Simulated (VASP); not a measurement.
# As (Fm-3m) in VASP: a series of runs, part 2 of 2

VASP 6.6.1. The steps go on from the part before.

### Step 4. Single point, PBE (strained and moved within a subgroup)

Contents of INCAR:

```
ALGO = Fast
EDIFF = 1E-7
ENCUT = 520
GGA = PE
ISIF = 2
ISMEAR = 0
LASPH = True
LCHARG = True
LELF = True
LREAL = False
LVHAR = True
LWAVE = False
NBANDS = 8
NELM = 60
PREC = Accurate
SIGMA = 0.1
```

Contents of KPOINTS:

```
k-points
0
Gamma
  20 20 20
```

Contents of POSCAR:

```
N
1.0
    0.0272693411      1.5087947746      1.5072254279
    1.5344947690      0.0000000000      1.5344947690
    1.5306879379      1.5322572846      0.0038068311
N
1
Direct
    0.0000000000      0.0000000000      0.0000000000
```

Potentials or basis: VASP PAW PBE potentials, release 64 (N).

Run with:

```bash
$ cat potpaw_PBE.64/N/POTCAR > POTCAR
$ mpirun -np 1 vasp_std > vasp.out
```

OUTCAR:

```text
EDIFF = 1E-7
   ENCUT = 520
   GGA = PE
   ISIF = 2
   ISMEAR = 0
   LASPH = True
   LREAL = False
   NELM = 60
   PREC = Accurate

 ion  position               nearest neighbor table
   1  0.000  0.000  0.000-

  LATTYP: Found a base centered monoclinic cell.
 ALAT       =     3.6723816149
 B/A-ratio  =     0.5909253289
 C/A-ratio  =     0.5789933196
 COS(beta)  =    -0.5608210514

  Lattice vectors:

 A1 = (  -0.0272693411,  -1.5087947746,  -1.5072254279)
 A2 = (   1.5072254279,  -1.5087947746,   0.0272693411)
 A3 = (  -1.5034185968,  -0.0234625100,   1.5034185968)

Analysis of symmetry for initial positions (statically):
=====================================================================
 Subroutine PRICEL returns:
 Original cell was already a primitive cell.

 Routine SETGRP: Setting up the symmetry group for a
 base centered monoclinic supercell.

 Subroutine GETGRP returns: Found  4 space group operations
 (whereof  4 operations were pure point group operations)
 out of a pool of  4 trial point group operations.

The static configuration has the point symmetry C_2h.

Analysis of symmetry for dynamics (positions and initial velocities):
=====================================================================
 Subroutine PRICEL returns:
 Original cell was already a primitive cell.

 Routine SETGRP: Setting up the symmetry group for a
 base centered monoclinic supercell.

 Subroutine GETGRP returns: Found  4 space group operations
 (whereof  4 operations were pure point group operations)
 out of a pool of  4 trial point group operations.

The dynamic configuration has the point symmetry C_2h.

 Subroutine INISYM returns: Found  4 space group operations
 (whereof  4 operations are pure point group operations),
 and found     1 'primitive' translations

----------------------------------------------------------------------------------------

                                     Primitive cell
[... 106 lines left out ...]
   IALGO  =     68    algorithm
   IMIX   =      4    mixing-type and parameters
     AMIX     =   0.40;   BMIX     =  1.00
     AMIX_MAG =   1.60;   BMIX_MAG =  1.00
  volume/ion in A,a.u.               =       7.01        47.34
  Fermi-wavevector in a.u.,A,eV,Ry     =   1.462377  2.763491 29.096672  2.138545
  Thomas-Fermi vector in A             =   2.578597
   LORBIT       =      0    0 simple, 1 ext, 2 COOP (PROOUT), +10 PAW based schemes
   GGA     = PE    functional components
   LHFCALC =     F    Hartree Fock is set to
   AEXX    =    0.0000 exact exchange contribution
   IVDW    =     0    specifies the selected vdW correction
   LEPSILON=     F    determine dielectric tensor
   LRPA    =     F    only Hartree local field effects (RPA)
 non-spin polarized calculation
 RMM-DIIS sequential band-by-band and
 Gauss-broadening in eV      SIGMA  =   0.10
  energy-cutoff  :      520.00
  volume of cell :        7.01
 maximum number of plane-waves:       198
   NGX =  7   NGY =  9   NGZ =  9

 number of electron       5.0000000 magnetization

 Free energy of the ion-electron system (eV)
  ---------------------------------------------------
  ext. energy  EPLUGINS =         0.00000000
  ---------------------------------------------------
  free energy    TOTEN  =        -3.81658533 eV

  energy without entropy =       -3.81334374  energy(sigma->0) =       -3.81496454

 E-fermi :   6.4077     XC(G=0): -13.0108

 val. band max:        6.4073561270   @ k =  -0.3000  -0.0500   0.1500
 cond. band min:       6.4086396551   @ k =   0.3500  -0.1000   0.1500
 fundamental gap:      0.0012835281
 Fermi energy:         6.4077228076

 k-point     1 :       0.0000    0.0000    0.0000
  band No.  band energies     occupation
      1     -14.6269      2.00000
      2      10.6732      0.00000
      3      10.7218      0.00000
      4      11.0786      0.00000
      5      31.6345      0.00000
      6      38.6575      0.00000
      7      38.8404      0.00000
      8      40.3664      0.00000
[... 243 lines left out ...]
 k-point    24 :      -0.4000    0.0500   -0.0000
  band No.  band energies     occupation
      1      -8.0927      2.00000
      2      -0.5471      2.00000
      3       8.9836      0.00000
      4       9.4139      0.00000
      5      29.3916      0.00000
      6      33.4628      0.00000
      7      36.5871      0.00000
      8      37.0561      0.00000

 [... further k-points ...]
[... 5 lines left out ...]
  --------------------------------------------------------------------------------------
  -------------------------------------------------------------------------------------
  Total        0.7170004      0.7054083      0.7170004      0.1353563     -0.1353563      0.1755732
  in kB      163.7619943    161.1143573    163.7619943     30.9152089    -30.9152162     40.1006890
  external PRESSURE =     162.8794486 kB  Pullay stress =       0.0000000 kB

 VOLUME and BASIS-vectors are now :
 -----------------------------------------------------------------------------
  energy-cutoff  :      520.00
  volume of cell :        7.01
      direct lattice vectors                 reciprocal lattice vectors
     0.027269341  1.508794775  1.507225428    -0.335181636  0.334005596  0.335181636
     1.534494769  0.000000000  1.534494769     0.328406361 -0.328873166  0.323273932
     1.530687938  1.532257285  0.003806831     0.330049206  0.323740737 -0.330049206

 POSITION                                       TOTAL-FORCE (eV/Angst)
 -----------------------------------------------------------------------------------
      0.00000      0.00000      0.00000         0.000000      0.000000      0.000000
 -----------------------------------------------------------------------------------
    total drift:                                0.000000     -0.000000      0.000000

  FREE ENERGIE OF THE ION-ELECTRON SYSTEM (eV)
  ---------------------------------------------------
  free  energy   TOTEN  =        -3.8165853307 eV

  energy  without entropy=       -3.8133437414  energy(sigma->0) =       -3.81496454
```

stdout:

```text
POSCAR found type information on POSCAR N
 POSCAR found :  1 types and       1 ions
 scaLAPACK will be used
 LDA part: xc-table for (Slater+PW92), standard interpolation
 POSCAR, INCAR and KPOINTS ok, starting setup
 FFT: planning ... GRIDC
 FFT: planning ... GRID_SOFT
 FFT: planning ... GRID
 WAVECAR not read
 entering main loop
```

Wall time 68 s (1 thread of Intel Xeon Platinum 8259CL at 2.50GHz (Skylake/Cascade Lake), shared host); peak memory 0.2 GiB.

What came out:

```yaml
Free_energy: -3.8166 eV
Pressure: 16.3 GPa
Band_gap_on_the_k_mesh: none (metal or under the smearing width)
```

Caveat: so large a pressure means that the cell lies far from this level's equilibrium, or that cutoff or potentials fall short.

### Step 5. Single point, PBE (strained and moved within the space group)

Contents of INCAR:

```
SYSTEM = N
  ALGO = Normal
  EDIFF = 1E-6
  ENCUT = 520
  GGA = PE
  ISIF = 2
  ISMEAR = 0
  LASPH = .True.
  LCHARG = .False.
  LREAL = .False.
  LWAVE = .False.
  NBANDS = 8
  NELM = 60
  PREC = Accurate
  SIGMA = 0.1
```

Contents of KPOINTS:

```
k-points
0
Gamma
  22 22 22
  0 0 0
```

Contents of POSCAR:

```
N
1.0
    0.0000000000      1.5708538905      1.5708538905
    1.5708538905      0.0000000000      1.5708538905
    1.5708538905      1.5708538905      0.0000000000
N
1
Direct
    0.0000000000      0.0000000000      0.0000000000
```

Run with:

```bash
$ cat potpaw_PBE.64/N/POTCAR > POTCAR
$ mpirun -np 1 vasp_std > vasp.out
```

Wall time 26 s (1 thread of Intel Xeon Platinum 8259CL at 2.50GHz (Skylake/Cascade Lake), shared host); peak memory 0.12 GiB.

It converged, with:

```
Free energy            : -3.8388 eV
Pressure               : -3.7 GPa
Band gap on the k mesh : none (metal or under the smearing width)
```

Levels at points of the mesh, in eV from the Fermi level:
| k point | band 1 | band 2 | band 3 | band 4 | band 5 | band 6 |
| --- | --- | --- | --- | --- | --- | --- |
| (0.00, 0.00, 0.00) | -19.76 | 3.88 | 3.88 | 3.88 | 22.79 | 31.57 |
| (0.50, 0.00, 0.00) | -13.27 | -7.88 | 2.75 | 2.75 | 21.84 | 26.30 |
| (0.50, 0.50, 0.00) | -10.86 | -6.47 | 0.14 | 0.14 | 15.00 | 18.60 |

### Step 6. Single point, PBE (strained and moved within a subgroup)

Contents of INCAR:

```
SYSTEM = N
PREC = Accurate
ENCUT = 520
EDIFF = 1E-6
ISMEAR = 0
SIGMA = 0.1
LREAL = .FALSE.
LASPH = .TRUE.
NELM = 80
ALGO = Fast
ISIF = 2
LWAVE = .FALSE.
LCHARG = .FALSE.
GGA = PE
NBANDS = 8
```

Contents of KPOINTS:

```
Automatic mesh
0
G
  20 20 20
  0 0 0
```

Contents of POSCAR:

```
N
1.0
    0.0000000000      1.6087823586      1.5621681003
    1.5621681003      0.0000000000      1.5621681003
    1.5621681003      1.6087823586      0.0000000000
N
1
Direct
    0.0000000000      0.0000000000      0.0000000000
```

Potentials or basis: VASP PAW PBE potentials, release 64 (N).

Run with:

```bash
$ cat potpaw_PBE.64/N/POTCAR > POTCAR
$ mpirun -np 1 vasp_std > vasp.out
```

OUTCAR:

```text
SYSTEM = N
   PREC = Accurate
   ENCUT = 520
   EDIFF = 1E-6
   ISMEAR = 0
   LREAL = .FALSE.
   LASPH = .TRUE.
   NELM = 80
   ISIF = 2
   GGA = PE

 ion  position               nearest neighbor table
   1  0.000  0.000  0.000-

  LATTYP: Found a body centered tetragonal cell.
 ALAT       =     2.2092393142
 C/A-ratio  =     1.4564129366

  Lattice vectors:

 A1 = (   0.0000000000,  -1.6087823586,   1.5621681003)
 A2 = (   0.0000000000,  -1.6087823586,  -1.5621681003)
 A3 = (   1.5621681003,   1.6087823586,   0.0000000000)

Analysis of symmetry for initial positions (statically):
=====================================================================
 Subroutine PRICEL returns:
 Original cell was already a primitive cell.

 Routine SETGRP: Setting up the symmetry group for a
 body centered tetragonal supercell.

 Subroutine GETGRP returns: Found 16 space group operations
 (whereof 16 operations were pure point group operations)
 out of a pool of 16 trial point group operations.

The static configuration has the point symmetry D_4h.

Analysis of symmetry for dynamics (positions and initial velocities):
=====================================================================
 Subroutine PRICEL returns:
 Original cell was already a primitive cell.

 Routine SETGRP: Setting up the symmetry group for a
 body centered tetragonal supercell.

 Subroutine GETGRP returns: Found 16 space group operations
 (whereof 16 operations were pure point group operations)
 out of a pool of 16 trial point group operations.

The dynamic configuration has the point symmetry D_4h.

 Subroutine INISYM returns: Found 16 space group operations
 (whereof 16 operations are pure point group operations),
 and found     1 'primitive' translations

----------------------------------------------------------------------------------------

                                     Primitive cell

  volume of cell :       7.8520

  direct lattice vectors                    reciprocal lattice vectors
     0.000000000  1.608782359  1.562168100    -0.320067988  0.310794059  0.320067988
     1.562168100  0.000000000  1.562168100     0.320067988 -0.310794059  0.320067988
     1.562168100  1.608782359  0.000000000     0.320067988  0.310794059 -0.320067988

  length of vectors
     2.242442831  2.209239314  2.242442831     0.549071927  0.549071927  0.549071927

  position of ions in fractional coordinates (direct lattice)
     0.000000000  0.000000000  0.000000000

  ion indices of the primitive-cell ions
   primitive index   ion index
                 1           1

----------------------------------------------------------------------------------------

 KPOINTS: Automatic mesh

Automatic generation of k-mesh.
 Grid dimensions read from file:
 generate k-points for:   20   20   20

 Generating k-lattice:

  Cartesian coordinates                     Fractional coordinates (reciprocal lattice)
    -0.016003399  0.015539703  0.016003399     0.050000000  0.000000000  0.000000000
     0.016003399 -0.015539703  0.016003399     0.000000000  0.050000000  0.000000000
     0.016003399  0.015539703 -0.016003399     0.000000000  0.000000000  0.050000000

  Length of vectors
     0.027453596  0.027453596  0.027453596

  Shift w.r.t. Gamma in fractional coordinates (k-lattice)
     0.000000000  0.000000000  0.000000000

 Subroutine IBZKPT returns following result:
 ===========================================

 Found    641 irreducible k-points:

 Following reciprocal coordinates:
            Coordinates               Weight
  0.000000  0.000000  0.000000      1.000000
  0.050000  0.000000  0.000000      8.000000
  0.100000  0.000000 -0.000000      8.000000
  0.150000  0.000000  0.000000      8.000000
  0.200000  0.000000 -0.000000      8.000000
  0.250000  0.000000 -0.000000      8.000000
[... 16 lines left out ...]
 -0.400000  0.050000  0.000000     16.000000
 -0.350000  0.050000  0.000000     16.000000
 [... further k-points ...]
   k-points           NKPTS =    641   k-points in BZ     NKDIM =    641   number of bands    NBANDS=      8
   number of dos      NEDOS =    301   number of ions     NIONS =      1
   total plane-waves  NPLWV =   5184
   dimension x,y,z NGX =    18 NGY =   16 NGZ =   18
   dimension x,y,z NGXF=    36 NGYF=   32 NGZF=   36
   ions per type =               1
   NGX,Y,Z   is equivalent  to a cutoff of  13.34, 12.04, 13.34 a.u.
   NGXF,Y,Z  is equivalent  to a cutoff of  26.69, 24.08, 26.69 a.u.
 SYSTEM =  N
   PREC   = accura    normal or accurate (medium, high low for compatibility)
   ISTART =      0    job   : 0-new  1-cont  2-samecut
   ICHARG =      2    charge: 1-file 2-atom 10-const
   ISPIN  =      1    spin polarized calculation?
   LNONCOLLINEAR =      F non collinear calculations
   LSORBIT =      F    spin-orbit coupling
   LASPH  =      T    aspherical Exc in radial PAW
   ENCUT  =  520.0 eV  38.22 Ry    6.18 a.u.   4.17  4.11  4.17*2*pi/ulx,y,z
   NELM   =     80;   NELMIN=  2; NELMDL= -5     # of ELM steps
   EDIFF  = 0.1E-05   stopping-criterion for ELM
   LREAL  =      F    real-space projection
   EDIFFG = 0.1E-04   stopping-criterion for IOM
   NSW    =      0    number of steps for IOM
   IBRION =     -1    ionic relax: 0-MD 1-quasi-New 2-CG
   NFREE  =      0    steps in history (QN), initial steepest desc. (CG)
   ISIF   =      2    stress and relaxation
   ISYM   =      2    0-nonsym 1-usesym 2-fastsym
   POTIM  = 0.5000    time-step for ionic-motion
   TEBEG  =    0.0;   TEEND  =   0.0 temperature during run
   PSTRESS=    0.0 pullay stress
   NELECT =       5.0000    total number of electrons
   NUPDOWN=      -1.0000    fix difference up-down
   EMIN   =  10.00;   EMAX   =-10.00  energy-range for DOS
   EFERMI =   0.00;   METHOD = LEGACY
   ISMEAR =     0;   SIGMA  =   0.10  broadening in eV -4-tet -1-fermi 0-gaus
   EFERMI_NEDOS =   21; number of points for ismear=-14 and -15
   IALGO  =     68    algorithm
   IMIX   =      4    mixing-type and parameters
     AMIX     =   0.40;   BMIX     =  1.00
     AMIX_MAG =   1.60;   BMIX_MAG =  1.00
  volume/ion in A,a.u.               =       7.85        52.99
  Fermi-wavevector in a.u.,A,eV,Ry     =   1.408436  2.661559 26.989781  1.983693
  Thomas-Fermi vector in A             =   2.530594
   LORBIT       =      0    0 simple, 1 ext, 2 COOP (PROOUT), +10 PAW based schemes
   GGA     = PE    functional components
   LHFCALC =     F    Hartree Fock is set to
   AEXX    =    0.0000 exact exchange contribution
   IVDW    =     0    specifies the selected vdW correction
   LEPSILON=     F    determine dielectric tensor
   LRPA    =     F    only Hartree local field effects (RPA)
 non-spin polarized calculation
 RMM-DIIS sequential band-by-band and
 Gauss-broadening in eV      SIGMA  =   0.10
  energy-cutoff  :      520.00
  volume of cell :        7.85
 maximum number of plane-waves:       222
 NGX is ok and might be reduce to    18
   NGX =  9   NGY =  9   NGZ =  9

 number of electron       5.0000000 magnetization

 Free energy of the ion-electron system (eV)
  ---------------------------------------------------
  ext. energy  EPLUGINS =         0.00000000
  ---------------------------------------------------
  free energy    TOTEN  =        -3.84188241 eV

  energy without entropy =       -3.83865677  energy(sigma->0) =       -3.84026959

 E-fermi :   4.8765     XC(G=0): -12.4014

 val. band max:        4.8730963640   @ k =   0.3000  -0.1500   0.2000
 cond. band min:       4.8769159455   @ k =   0.4000  -0.4500   0.1500
 fundamental gap:      0.0038195815
 Fermi energy:         4.8764653497

 k-point     1 :       0.0000    0.0000    0.0000
  band No.  band energies     occupation
      1     -14.7157      2.00000
      2       8.6727      0.00000
      3       8.7381      0.00000
      4       8.7381      0.00000
      5      27.3892      0.00000
      6      36.0564      0.00000
      7      36.4577      0.00000
      8      36.4577      0.00000
[... 243 lines left out ...]
 k-point    24 :      -0.3500    0.0500    0.0000
  band No.  band energies     occupation
      1     -10.2742      2.00000
      2      -0.0222      2.00000
      3       7.4313      0.00000
      4       7.8277      0.00000
      5      27.1722      0.00000
      6      30.3932      0.00000
      7      34.1085      0.00000
      8      35.0475      0.00000

 [... further k-points ...]
[... 5 lines left out ...]
  --------------------------------------------------------------------------------------
  -------------------------------------------------------------------------------------
  Total       -0.4480721      0.0557395     -0.4480721     -0.0000000      0.0000000      0.0000000
  in kB      -91.4272603     11.3734199    -91.4272603     -0.0000000      0.0000000      0.0000000
  external PRESSURE =     -57.1603669 kB  Pullay stress =       0.0000000 kB

 VOLUME and BASIS-vectors are now :
 -----------------------------------------------------------------------------
  energy-cutoff  :      520.00
  volume of cell :        7.85
      direct lattice vectors                 reciprocal lattice vectors
     0.000000000  1.608782359  1.562168100    -0.320067988  0.310794059  0.320067988
     1.562168100  0.000000000  1.562168100     0.320067988 -0.310794059  0.320067988
     1.562168100  1.608782359  0.000000000     0.320067988  0.310794059 -0.320067988

 POSITION                                       TOTAL-FORCE (eV/Angst)
 -----------------------------------------------------------------------------------
      0.00000      0.00000      0.00000         0.000000      0.000000      0.000000
 -----------------------------------------------------------------------------------
    total drift:                                0.000000      0.000000      0.000000

  FREE ENERGIE OF THE ION-ELECTRON SYSTEM (eV)
  ---------------------------------------------------
  free  energy   TOTEN  =        -3.8418824087 eV

  energy  without entropy=       -3.8386567732  energy(sigma->0) =       -3.84026959
```

It took 25 s on 1 thread of Intel Xeon Platinum 8259CL at 2.50GHz (Skylake/Cascade Lake), shared host; peak memory 0.14 GiB.

What came out:

```
Free energy            : -3.8419 eV
Pressure               : -5.7 GPa
Band gap on the k mesh : none (metal or under the smearing width)
```

Stress tensor (GPa, compression positive):
```
-9.14  0.00  0.00
 0.00  1.14  0.00
 0.00  0.00 -9.14
```

### Step 7. The runs side by side

| potentials or basis | cell | k mesh | gap on the mesh (eV) | pressure (GPa) |
| --- | --- | --- | --- | --- |
| VASP PAW PBE potentials, release 64 (As) | N replaced by As, lengths x 1.406, strained and moved within the space group | 16 × 16 × 16 | none | -9.3 |
| VASP PAW PBE potentials, release 64 (N) | strained and moved within a subgroup | 20 × 20 × 20 | none | -5.7 |
| VASP PAW PBE potentials, release 64 (N) | strained and moved within the space group | 22 × 22 × 22 | none | -3.7 |

Alike in all rows: task single point; level PBE; no spin polarisation; cutoff (eV) 520; smearing gaussian 0.1 eV.

Total energies depend on the potentials used, so only differences within one code and one set of settings carry meaning.
